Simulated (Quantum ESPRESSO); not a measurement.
HfC in Quantum ESPRESSO: the effect of functional

Crystal: HfC.

```xyz
2
Lattice="0.0000 2.3250 2.3250 2.3250 0.0000 2.3250 2.3250 2.3250 0.0000" Properties=species:S:1:pos:R:3 pbc="T T T"
Hf    2.3250    2.3250    2.3250
C     0.0000    0.0000    0.0000
```

Alike in all runs:

```yaml
Program: Quantum ESPRESSO 7.5
Task: phonons
Cutoff: 612 eV
Density_cutoff: 4898 eV
k_mesh: 8 × 8 × 8
Occupations: cold, width 0.2 eV
Spin: no spin polarisation
```

Each run relaxes the cell or the atoms first.

| functional | potentials or basis | relaxed volume (Å³/atom) | highest phonon frequency (cm⁻¹) |
| --- | --- | --- | --- |
| LDA | GBRV 1.5 LDA | ? | ? |
| PBE | GBRV 1.5 PBE | 12.58 | 466 |
| PBEsol | GBRV 1.5 PBEsol | 12.24 | 484 |
| AM05 | GBRV 1.5 PBE | 12.22 | 486 |
| WC | GBRV 1.5 PBE | 12.31 | 480 |
| RPBE | GBRV 1.5 PBE | 12.76 | 452 |

Problem. What does the run with functional LDA give?

Solution. Relaxed volume 11.99 Å³/atom; highest phonon frequency 488 cm⁻¹.

Caveats: the mesh is thin for the phonons of a metal; the potentials were made for another functional, which shifts forces and pressure (some runs).
